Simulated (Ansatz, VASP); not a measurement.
**Two plane-wave programs on Si**

Contents of INCAR:

```
ALGO = Normal ; EDIFF = 1E-7
ENCUT = 520 ; GGA = PE
ISIF = 2 ; ISMEAR = -1
LASPH = T ; LCHARG = F
LREAL = F ; LWAVE = F
NBANDS = 8 ; NELM = 60
PREC = Accurate ; SIGMA = 0.05
```

File KPOINTS:

```
k-points
0
Gamma
  13 13 13
```

POSCAR

```
Si
1.0
   -1.6049268977      1.6049268977      1.3024853673
    1.6049268977     -1.6049268977      1.3024853673
    1.6049268977      1.6049268977     -1.3024853673
Si
1
Direct
    0.0000000000      0.0000000000      0.0000000000
```

input.yaml

```yaml
crystal:
  lattice:
    - [-1.6049268977, 1.6049268977, 1.3024853673]
    - [1.6049268977, -1.6049268977, 1.3024853673]
    - [1.6049268977, 1.6049268977, -1.3024853673]
  atoms:
    - { symbol: Si, position: [0.0, 0.0, 0.0] }
hamiltonian:
  xc: pbe
  pseudopotentials: { kind: paw }
kpoints:
  mp_grid: { grid: [13, 13, 13] }
scf:
  occupations: { method: fermi_dirac, width: 0.05 }
output:
  forces: true
  stress: true
  eigenvalues: true
  write_density: true
  write_potential: true
  elf: true
  volumetric_format: npy
```

Change from the starting cell: volume scaled by 0.96.

Alike in both runs: task single point; functional PBE; k mesh 13 × 13 × 13; occupations fermi-dirac, width 0.05 eV; no spin polarisation.

```csv
,VASP,Ansatz
version,VASP 6.6.1,Ansatz 0.2.0
potentials or method,"VASP PAW PBE potentials, release 64 (Si)",Ansatz PAW
plane-wave cutoff (eV),520,420
valence electrons in the cell,4,4
```

Ansatz gave:

* gap on the k mesh at the Fermi level (eV): none
* pressure (GPa): 8.2
* largest component of the traceless stress (GPa): 1.70

Which values does VASP return?

gap on the k mesh at the Fermi level (eV): none; pressure (GPa): 8.1; largest component of the traceless stress (GPa): 1.73.

A gap of «none» marks a metal or a gap that the smearing closes. The functional is the same, so the differences come from potentials, cutoffs and numerics.
